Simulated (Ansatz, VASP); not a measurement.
AlN: VASP beside Ansatz

INCAR

```
PREC = Accurate
ENCUT = 520
EDIFF = 1E-7
ISMEAR = 0
SIGMA = 0.05
LREAL = F
LASPH = T
NELM = 100
ALGO = Normal
ISIF = 2
LWAVE = F
LCHARG = F
GGA = PS
NBANDS = 11
```

The input KPOINTS:

```
Automatic mesh
0
Gamma
  10 10 10
```

POSCAR

```
AlN
1.0
   -0.1105763329      2.0379275449      2.0379275449
    2.0379275449     -0.1105763329      2.0379275449
    2.0379275449      2.0379275449     -0.1105763329
Al N
1 1
Direct
    0.5000000000      0.5000000000      0.5000000000
    0.0000000000      0.0000000000      0.0000000000
```

Input for Ansatz:

```yaml
crystal:
  lattice:
    - [-0.1105763329, 2.0379275449, 2.0379275449]
    - [2.0379275449, -0.1105763329, 2.0379275449]
    - [2.0379275449, 2.0379275449, -0.1105763329]
  atoms:
    - { symbol: Al, position: [0.5, 0.5, 0.5] }
    - { symbol: "N", position: [0.0, 0.0, 0.0] }
basis:
  ecutwfc: 520.0
kpoints:
  mp_grid: { grid: [10, 10, 10] }
hamiltonian:
  xc: pbesol
  pseudopotentials: { kind: paw, azcp: { folder: soft_1 } }
scf:
  occupations: { method: gaussian, width: 0.05 }
output:
  forces: true
  stress: true
  eigenvalues: true
```

Alike in both runs: task single point; functional PBEsol; k mesh 10 × 10 × 10; occupations gaussian, width 0.05 eV; no spin polarisation.

|  | VASP | Ansatz |
| --- | --- | --- |
| version | VASP 6.6.1 | Ansatz 0.2.0 |
| potentials or method | VASP PAW PBE potentials, release 64 (Al, N) | scalar-relativistic, plane waves, PAW |
| plane-wave cutoff (eV) | 520 | 520 |
| valence electrons in the cell | 8 | 8 |

|  | VASP | Ansatz | Ansatz less VASP |
| --- | --- | --- | --- |
| gap on the k mesh at the Fermi level (eV) | 2.66 | 2.66 | +0.001 |
| least direct gap on the mesh (eV) | 3.45 | 3.43 | -0.012 |
| pressure (GPa) | -21.3 | -21.2 | +0.04 |
| largest component of the traceless stress (GPa) | 13.13 | 13.12 | -0.014 |

Ansatz warned: «pseudo_functional_mismatch».

Caveats: so large a pressure means that the cell lies far from this level's equilibrium, or that cutoff or potentials fall short (VASP); the potentials were made for another functional, which shifts forces and pressure (VASP). A k mesh can miss the band edges.
